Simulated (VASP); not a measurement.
# Tb (P6_3/mmc) in VASP: runs at scaled volumes

Single points of Tb at other volumes, in PBE.

Everything below comes from runs of VASP 6.6.1. Logs are shortened: lines on timing, memory, paths and dates and some standing lists are left out, and cuts for length are marked.

## Step 1: The undisturbed crystal

The structure is hexagonal, space group P6_3/mmc (No. 194). Conventional cell: a = 3.601 Å, b = 3.601 Å, c = 5.694 Å, α = 90.00°, β = 90.00°, γ = 120.00°. Tb (site symmetry -6m2) has 12 Tb at 3.53 to 3.60 Å as nearest neighbours.

## Step 2: Equation of state, PBE, collinear spin, ferromagnetic start, 30.05 Å³/atom (volume scaled by 0.94)

Input file INCAR:

```
PREC = Accurate ; ENCUT = 520
EDIFF = 1E-7 ; ISMEAR = -1
SIGMA = 0.05 ; LREAL = False
LASPH = True ; NELM = 100
ALGO = Normal ; ISIF = 2
LWAVE = False ; LCHARG = False
ISPIN = 2 ; MAGMOM = 6 6
LORBIT = 11 ; LMAXMIX = 6
GGA = PE ; NBANDS = 30
```

Input file KPOINTS:

```
regular mesh
0
Gamma
  9 9 5
```

Input file POSCAR:

```
Tb
1.0
    3.5274895775      0.0000000000      0.0000000000
   -1.7637447887      3.0548955857      0.0000000000
    0.0000000000      0.0000000000      5.5773714686
Tb
2
Direct
    0.6666666667      0.3333333333      0.7500000000
    0.3333333333      0.6666666667      0.2500000000
```

Potentials or basis: VASP PAW PBE potentials, release 64 (Tb).

On the command line:

```sh
cat potpaw_PBE.64/Tb/POTCAR > POTCAR
mpirun -np 1 vasp_std > vasp.out
```

OUTCAR:

```text
PREC = Accurate
   ENCUT = 520
   EDIFF = 1E-7
   ISMEAR = -1
   LREAL = False
   LASPH = True
   NELM = 100
   ISIF = 2
   ISPIN = 2
   LORBIT = 11
   GGA = PE

 Found     36 irreducible k-points:

 Following reciprocal coordinates:
            Coordinates               Weight
  0.000000  0.000000  0.000000      1.000000
  0.111111  0.000000  0.000000      6.000000
  0.222222  0.000000  0.000000      6.000000
  0.333333  0.000000  0.000000      6.000000
  0.444444  0.000000  0.000000      6.000000
  0.111111  0.111111  0.000000      6.000000
   k-points           NKPTS =     36   k-points in BZ     NKDIM =     36   number of bands    NBANDS=     30
   number of dos      NEDOS =    301   number of ions     NIONS =      2
   total plane-waves  NPLWV =  32928
   dimension x,y,z NGX =    28 NGY =   28 NGZ =   42
   dimension x,y,z NGXF=    56 NGYF=   56 NGZF=   84
   ions per type =               2
   NGX,Y,Z   is equivalent  to a cutoff of  13.20, 13.20, 12.52 a.u.
   NGXF,Y,Z  is equivalent  to a cutoff of  26.39, 26.39, 25.04 a.u.
 SYSTEM =  unknown system
   PREC   = accura    normal or accurate (medium, high low for compatibility)
   ISTART =      0    job   : 0-new  1-cont  2-samecut
   ICHARG =      2    charge: 1-file 2-atom 10-const
   ISPIN  =      2    spin polarized calculation?
   LNONCOLLINEAR =      F non collinear calculations
   LSORBIT =      F    spin-orbit coupling
   LASPH  =      T    aspherical Exc in radial PAW
   ENCUT  =  520.0 eV  38.22 Ry    6.18 a.u.   6.56  6.56 10.37*2*pi/ulx,y,z
   NELM   =    100;   NELMIN=  2; NELMDL= -5     # of ELM steps
   EDIFF  = 0.1E-06   stopping-criterion for ELM
   LREAL  =      F    real-space projection
   EDIFFG = 0.1E-05   stopping-criterion for IOM
   NSW    =      0    number of steps for IOM
   IBRION =     -1    ionic relax: 0-MD 1-quasi-New 2-CG
   NFREE  =      0    steps in history (QN), initial steepest desc. (CG)
   ISIF   =      2    stress and relaxation
   ISYM   =      2    0-nonsym 1-usesym 2-fastsym
   POTIM  = 0.5000    time-step for ionic-motion
   TEBEG  =    0.0;   TEEND  =   0.0 temperature during run
   PSTRESS=    0.0 pullay stress
   NELECT =      38.0000    total number of electrons
   NUPDOWN=      -1.0000    fix difference up-down
   EMIN   =  10.00;   EMAX   =-10.00  energy-range for DOS
   EFERMI =   0.00;   METHOD = LEGACY
   ISMEAR =    -1;   SIGMA  =   0.05  broadening in eV -4-tet -1-fermi 0-gaus
   EFERMI_NEDOS =   21; number of points for ismear=-14 and -15
   IALGO  =     38    algorithm
   IMIX   =      4    mixing-type and parameters
     AMIX     =   0.40;   BMIX     =  1.00
     AMIX_MAG =   1.60;   BMIX_MAG =  1.00
  volume/ion in A,a.u.               =      30.05       202.80
  Fermi-wavevector in a.u.,A,eV,Ry     =   1.405094  2.655243 26.861846  1.974290
  Thomas-Fermi vector in A             =   2.527590
   LORBIT       =     11    0 simple, 1 ext, 2 COOP (PROOUT), +10 PAW based schemes
   GGA     = PE    functional components
   LHFCALC =     F    Hartree Fock is set to
   AEXX    =    0.0000 exact exchange contribution
   IVDW    =     0    specifies the selected vdW correction
   LEPSILON=     F    determine dielectric tensor
   LRPA    =     F    only Hartree local field effects (RPA)
 spin polarized calculation
  energy-cutoff  :      520.00
  volume of cell :       60.10
 maximum number of plane-waves:      1665
 NGX is ok and might be reduce to    28
   NGX = 13   NGY = 13   NGZ = 21

 number of electron      37.9999984 magnetization      11.9617132

 Free energy of the ion-electron system (eV)
  ---------------------------------------------------
  ext. energy  EPLUGINS =         0.00000000
  ---------------------------------------------------
  free energy    TOTEN  =       -19.07140534 eV

  energy without entropy =      -18.97777777  energy(sigma->0) =      -19.02459155

 E-fermi :   3.1625     XC(G=0): -10.3955

 val. band max:        3.1618508637   @ k =   0.3333   0.2222   0.4000
 cond. band min:       3.1655251642   @ k =   0.4444   0.0000   0.0000
 fundamental gap:      0.0036743006
 Fermi energy:         3.1624687018

 spin component 1

 k-point     1 :       0.0000    0.0000    0.0000
  band No.  band energies     occupation
      1     -42.8914      1.00000
      2     -42.7995      1.00000
      3     -19.9527      1.00000
      4     -19.2190      1.00000
      5     -19.2190      1.00000
      6     -19.0844      1.00000
[... 22 lines left out ...]
     29       5.7174      0.00000
     30       5.7174      0.00000

 k-point     2 :       0.1111    0.0000    0.0000
  band No.  band energies     occupation
      1     -42.8835      1.00000
      2     -42.7965      1.00000
      3     -19.9190      1.00000
      4     -19.2911      1.00000
      5     -19.2429      1.00000
      6     -19.1600      1.00000
[... 22 lines left out ...]
     29       5.7856      0.00000
     30       5.9104      0.00000

 k-point     3 :       0.2222    0.0000    0.0000
  band No.  band energies     occupation
      1     -42.8629      1.00000
      2     -42.7897      1.00000
      3     -19.8258      1.00000
      4     -19.4735      1.00000
      5     -19.3423      1.00000
      6     -19.3002      1.00000
[... 22 lines left out ...]
     29       5.4134      0.00000
     30       6.2059      0.00000

 k-point     4 :       0.3333    0.0000    0.0000
  band No.  band energies     occupation
      1     -42.8371      1.00000
      2     -42.7841      1.00000
      3     -19.6970      1.00000
      4     -19.6792      1.00000
      5     -19.5355      1.00000
      6     -19.3618      1.00000
[... 22 lines left out ...]
     29       5.0305      0.00000
     30       7.6138      0.00000

 k-point     5 :       0.4444    0.0000    0.0000
  band No.  band energies     occupation
      1     -42.8172      1.00000
      2     -42.7834      1.00000
      3     -19.8116      1.00000
      4     -19.6553      1.00000
      5     -19.5813      1.00000
      6     -19.4004      1.00000
[... 22 lines left out ...]
     29       5.4660      0.00000
     30       8.9647      0.00000

 k-point     6 :       0.1111    0.1111    0.0000
  band No.  band energies     occupation
      1     -42.8692      1.00000
      2     -42.7916      1.00000
      3     -19.8554      1.00000
      4     -19.3972      1.00000
      5     -19.3441      1.00000
      6     -19.2352      1.00000
[... 22 lines left out ...]
     29       5.8208      0.00000
     30       5.9552      0.00000

 [... further k-points ...]

 spin component 2

 k-point     1 :       0.0000    0.0000    0.0000
  band No.  band energies     occupation
      1     -40.3040      1.00000
      2     -40.1920      1.00000
      3     -18.1856      1.00000
      4     -17.3187      1.00000
      5     -17.3187      1.00000
      6     -17.1644      1.00000
[... 22 lines left out ...]
     29       6.4958      0.00000
     30       6.4958      0.00000

 k-point     2 :       0.1111    0.0000    0.0000
  band No.  band energies     occupation
      1     -40.2943      1.00000
      2     -40.1883      1.00000
      3     -18.1458      1.00000
      4     -17.4063      1.00000
      5     -17.3474      1.00000
      6     -17.2562      1.00000
[... 22 lines left out ...]
     29       6.5341      0.00000
     30       6.7938      0.00000

 k-point     3 :       0.2222    0.0000    0.0000
  band No.  band energies     occupation
      1     -40.2690      1.00000
      2     -40.1798      1.00000
      3     -18.0356      1.00000
      4     -17.6272      1.00000
      5     -17.4749      1.00000
      6     -17.4157      1.00000
[... 22 lines left out ...]
     29       6.2556      0.00000
     30       7.0174      0.00000

 k-point     4 :       0.3333    0.0000    0.0000
  band No.  band energies     occupation
      1     -40.2373      1.00000
      2     -40.1727      1.00000
      3     -17.8830      1.00000
      4     -17.8747      1.00000
      5     -17.7039      1.00000
      6     -17.4886      1.00000
[... 22 lines left out ...]
     29       5.8465      0.00000
     30       8.4536      0.00000

 k-point     5 :       0.4444    0.0000    0.0000
  band No.  band energies     occupation
      1     -40.2129      1.00000
      2     -40.1718      1.00000
      3     -18.0330      1.00000
      4     -17.8449      1.00000
      5     -17.7454      1.00000
      6     -17.5342      1.00000
[... 22 lines left out ...]
     29       6.1236      0.00000
     30       9.9087      0.00000

 k-point     6 :       0.1111    0.1111    0.0000
  band No.  band energies     occupation
      1     -40.2768      1.00000
      2     -40.1822      1.00000
      3     -18.0707      1.00000
      4     -17.5339      1.00000
      5     -17.4745      1.00000
      6     -17.3419      1.00000
[... 22 lines left out ...]
     29       6.6720      0.00000
     30       6.7522      0.00000

 [... further k-points ...]

------------------------ aborting loop because EDIFF is reached ----------------------------------------

  FORCE on cell =-STRESS in cart. coord.  units (eV):
  Direction    XX          YY          ZZ          XY          YZ          ZX
  --------------------------------------------------------------------------------------
  -------------------------------------------------------------------------------------
  Total        0.7816823      0.7816823      1.1801217      0.0000000      0.0000000     -0.0000000
  in kB       20.8376701     20.8376701     31.4590569      0.0000000      0.0000000     -0.0000000
  external PRESSURE =      24.3781323 kB  Pullay stress =       0.0000000 kB

 VOLUME and BASIS-vectors are now :
 -----------------------------------------------------------------------------
  energy-cutoff  :      520.00
  volume of cell :       60.10
      direct lattice vectors                 reciprocal lattice vectors
     3.527489577  0.000000000  0.000000000     0.283487726  0.163671715  0.000000000
    -1.763744789  3.054895586  0.000000000     0.000000000  0.327343430  0.000000000
     0.000000000  0.000000000  5.577371469     0.000000000  0.000000000  0.179295929

 POSITION                                       TOTAL-FORCE (eV/Angst)
 -----------------------------------------------------------------------------------
      1.76374      1.01830      4.18303        -0.000000      0.000000      0.000000
     -0.00000      2.03660      1.39434         0.000000     -0.000000      0.000000
 -----------------------------------------------------------------------------------
    total drift:                               -0.000000      0.000000     -0.000000

  FREE ENERGIE OF THE ION-ELECTRON SYSTEM (eV)
  ---------------------------------------------------
  free  energy   TOTEN  =       -19.0714053378 eV

  energy  without entropy=      -18.9777777689  energy(sigma->0) =      -19.02459155

 total charge

# of ion       s       p       d       f       tot
--------------------------------------------------
    1        2.091   5.596   0.552   8.096  16.335
    2        2.091   5.596   0.552   8.096  16.335
--------------------------------------------------
tot          4.183  11.191   1.104  16.192  32.670

 magnetization (x)

# of ion       s       p       d       f       tot
--------------------------------------------------
    1        0.002  -0.044   0.090   5.700   5.748
    2        0.002  -0.044   0.090   5.700   5.748
--------------------------------------------------
tot          0.005  -0.088   0.179  11.399  11.496
```

It took 13 min on 1 thread of Intel Xeon Platinum 8488C (Sapphire Rapids), shared host; peak memory 0.27 GiB.

Results:

```yaml
Free_energy: -19.0714 eV
Pressure: 2.4 GPa
Band_gap_on_the_k_mesh: none (metal or under the smearing width)
Net_moment: 11.96 μB per cell
Site_moments: Tb +5.75 μB
Valence_electrons_inside_the_program's_atomic_spheres: Tb 16.34
```

Caveat: the magnetic or orbital state may not be the lowest; spin-orbit coupling is left out, which moves the levels of the heavy elements.

## Step 3: Equation of state, PBE, collinear spin, ferromagnetic start, 30.69 Å³/atom (volume scaled by 0.96)

Input file INCAR:

```
SYSTEM = Tb
PREC     = Accurate       ! precision mode
ENCUT    = 520            ! plane-wave cutoff, eV
EDIFF    = 1E-7           ! SCF threshold, eV
ISMEAR   = -1             ! smearing method
SIGMA    = 0.05           ! smearing width, eV
LREAL    = .FALSE.        ! projectors in reciprocal space
LASPH    = .TRUE.         ! aspherical terms in the spheres
NELM     = 150            ! most SCF steps
ALGO     = Normal         ! electronic algorithm
ISIF     = 2              ! what is computed and relaxed
LWAVE    = .FALSE.        ! write WAVECAR
LCHARG   = .FALSE.        ! write CHGCAR
ISPIN    = 2              ! spin polarisation
MAGMOM   = 6 6            ! initial moments
LORBIT   = 11             ! projections on sites
LMAXMIX  = 6              ! l up to which the mixer works
GGA      = PE             ! functional
NBANDS   = 30             ! bands
```

Input file KPOINTS:

```
Automatic mesh
0
G
  9 9 5
  0 0 0
```

Input file POSCAR:

```
Tb
1.0
    3.5523318719      0.0000000000      0.0000000000
   -1.7761659359      3.0764096437      0.0000000000
    0.0000000000      0.0000000000      5.6166500266
Tb
2
Direct
    0.6666666667      0.3333333333      0.7500000000
    0.3333333333      0.6666666667      0.2500000000
```

Potentials or basis: VASP PAW PBE potentials, release 64 (Tb).

On the command line:

```sh
cat potpaw_PBE.64/Tb/POTCAR > POTCAR
mpirun -np 1 vasp_std > vasp.out
```

Wall time 13 min (1 thread of Intel Xeon Platinum 8488C (Sapphire Rapids), shared host); peak memory 0.28 GiB.

Results (log left out):

```yaml
Free_energy: -19.0886 eV
Pressure: 1.7 GPa
Band_gap_on_the_k_mesh: none (metal or under the smearing width)
Net_moment: 11.97 μB per cell
Site_moments: Tb +5.74 μB
Valence_electrons_inside_the_program's_atomic_spheres: Tb 16.33
```

Caveat: the magnetic or orbital state may not be the lowest; spin-orbit coupling is left out, which moves the levels of the heavy elements.

## Step 4: Equation of state, PBE, collinear spin, ferromagnetic start, 31.33 Å³/atom (volume scaled by 0.98)

Input file INCAR:

```
PREC = Accurate
ENCUT = 520
EDIFF = 1E-7
ISMEAR = -1
SIGMA = 0.05
LREAL = F
LASPH = T
NELM = 100
ALGO = Normal
ISIF = 2
LWAVE = F
LCHARG = F
ISPIN = 2
MAGMOM = 6 6
LORBIT = 11
LMAXMIX = 6
GGA = PE
NBANDS = 30
```

Input file KPOINTS:

```
Automatic mesh
0
Gamma
  9 9 5
```

Input file POSCAR:

```
Tb
1.0
    3.5768314866      0.0000000000      0.0000000000
   -1.7884157433      3.0976269324      0.0000000000
    0.0000000000      0.0000000000      5.6553867681
Tb
2
Direct
    0.6666666667      0.3333333333      0.7500000000
    0.3333333333      0.6666666667      0.2500000000
```

On the command line:

```sh
cat potpaw_PBE.64/Tb/POTCAR > POTCAR
mpirun -np 1 vasp_std > vasp.out
```

Run time: 8.8 min. Hardware: 1 thread of Intel Xeon Platinum 8488C (Sapphire Rapids), shared host; peak memory 0.28 GiB.

Results (log left out):

| Property | Result |
| --- | --- |
| Free energy | -19.1003 eV |
| Pressure | 1.0 GPa |
| Band gap on the k mesh | none (metal or under the smearing width) |
| Net moment | 11.98 μB per cell |
| Site moments | Tb +5.74 μB |
| Valence electrons inside the program's atomic spheres | Tb 16.32 |

Caveat: the magnetic or orbital state may not be the lowest; spin-orbit coupling is left out, which moves the levels of the heavy elements.
